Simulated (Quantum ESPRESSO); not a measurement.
Crystal: Pb.

```
Pb
1.0
     0.00000    2.47502    2.47502
     2.47502    0.00000    2.47502
     2.47502    2.47502    0.00000
Pb
1
Direct
  0.00000 0.00000 0.00000
```

| Item | Value |
| --- | --- |
| Program | Quantum ESPRESSO 7.5 |
| Task | relaxation of cell and atoms |
| Functional | PBEsol |
| Dispersion | D3 |
| Potentials or basis | GBRV 1.5 PBEsol |
| Cutoff | 612 eV |
| Density cutoff | 4898 eV |
| k mesh | 9 × 9 × 9 |
| Occupations | fermi-dirac, width 0.05 eV |
| Spin | no spin polarisation |

At the start: pressure -1.8 GPa; volume 30.32 Å³/atom.

Problem. Where does the relaxation end?

Solution. Over 3 steps the energy falls by 6.1 meV/atom and the volume is 29.13 Å³/atom (-3.9 %); space group Fm-3m (No. 225, to 0.05 Å).

Step by step:
| step | energy change (eV) | largest force (eV/Å) | pressure (GPa) | volume (Å³) |
| --- | --- | --- | --- | --- |
| 1 | 0.0000 | 0.0000 | -1.85 | 30.32 |
| 2 | -0.0040 | 0.0000 | -1.18 | 29.87 |
| 3 | -0.0061 | 0.0000 | 0.08 | 29.13 |

Final structure:
```
CELL_PARAMETERS angstrom
0.00000 2.44208 2.44208
2.44208 0.00000 2.44208
2.44208 2.44208 0.00000
ATOMIC_POSITIONS crystal
Pb 0.00000 0.00000 0.00000
```

The cell as given is a measured one (30.32 Å³/atom); PBEsol+D3 puts the equilibrium volume -3.9 % from it, thermal expansion not counted.

Caveat: pairwise dispersion overbinds metals, which lowers pressure and volume.
